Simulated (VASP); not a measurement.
Write the native input for VASP 6.6.1 that does the following.

```yaml
Task: relaxation of cell and atoms
Functional: HSE06
Dispersion: TS
Potentials_or_basis: VASP PAW PBE potentials, release 64 (As)
Cutoff: 600 eV
k_mesh: 5 × 5 × 5
Occupations: fermi-dirac, width 0.1 eV
Spin: no spin polarisation
Grid_for_exact_exchange_PRECFOCK: Normal
Monkhorst-Pack_mesh: yes
Screening_parameter: 0.2 1/A
Further_INCAR_settings: ALGO = Normal; EDIFF = 1e-06; IBRION = 2; EDIFFG = -0.005; NSW = 60; ISIF = 3
```

The system is As.

```xyz
1
Lattice="2.7037 0.0000 0.0000 0.0000 2.7037 0.0000 0.0000 0.0000 2.7037" Properties=species:S:1:pos:R:3 pbc="T T T"
As    1.3518    1.3518    1.3518
```

This isn't the form of As at room conditions, which is rhombohedral.

The input as run:

POSCAR

```
As
1.0
    2.7036817444      0.0000000000      0.0000000000
    0.0000000000      2.7036817444      0.0000000000
    0.0000000000      0.0000000000      2.7036817444
As
1
Cartesian
    1.3518408722      1.3518408722      1.3518408722
```

INCAR.step1

```
SYSTEM = As
PREC = Accurate
ENCUT = 600
EDIFF = 1E-5
ISMEAR = -1
SIGMA = 0.1
LREAL = .False.
LASPH = .True.
NELM = 100
ALGO = Normal
LWAVE = .True.
LCHARG = .False.
GGA = PE
```

INCAR.step2

```
SYSTEM = As
PREC = Accurate
ENCUT = 600
EDIFF = 1E-6
ISMEAR = -1
SIGMA = 0.1
LREAL = .False.
LASPH = .True.
NELM = 100
ALGO = Normal
ISIF = 3
LWAVE = .False.
LCHARG = .False.
GGA = PE
LHFCALC = .True.
HFSCREEN = 0.2
PRECFOCK = Normal
IVDW = 2
IBRION = 2
NSW = 60
EDIFFG = -0.005
ISTART = 1
```

KPOINTS

```
regular mesh
0
Monkhorst
  5 5 5
  0 0 0
```

Potentials or basis: VASP PAW PBE potentials, release 64 (As).

Launch:

```sh
$ cat potpaw_PBE.64/As/POTCAR > POTCAR
$ cp INCAR.step1 INCAR
$ mpirun -np 1 vasp_std > vasp.out
$ cp INCAR.step2 INCAR
$ mpirun -np 1 vasp_std > vasp.out
```

Results of the run:

The relaxed volume is 19.23 Å³/atom. The relaxed cell is a = 2.679 Å, b = 2.679 Å, c = 2.679 Å, α = 90.00°, β = 90.00°, γ = 90.00° and the space group after relaxing (to 0.05 Å) is Pm-3m (No. 221). The energy gained by relaxing is 3.9 meV/atom and the ionic steps are 4. The pressure after relaxing is 0.0 GPa and the dispersion energy per atom is -0.216 eV.

Caveat: the k mesh is coarse (spacing up to 0.46 Å⁻¹), so the values aren't converged, least of all with exact exchange; atom-pairwise D2, TS and ULG terms overbind metals; the PAW data sets were made with another functional, which shifts forces and pressure a little; pairwise dispersion overbinds metals, which lowers pressure and volume.

Run time: 3.1 min on 1 thread of AMD EPYC 9R45 96-Core Processor (Zen 5), on a shared host, peak memory 0.22 GiB.
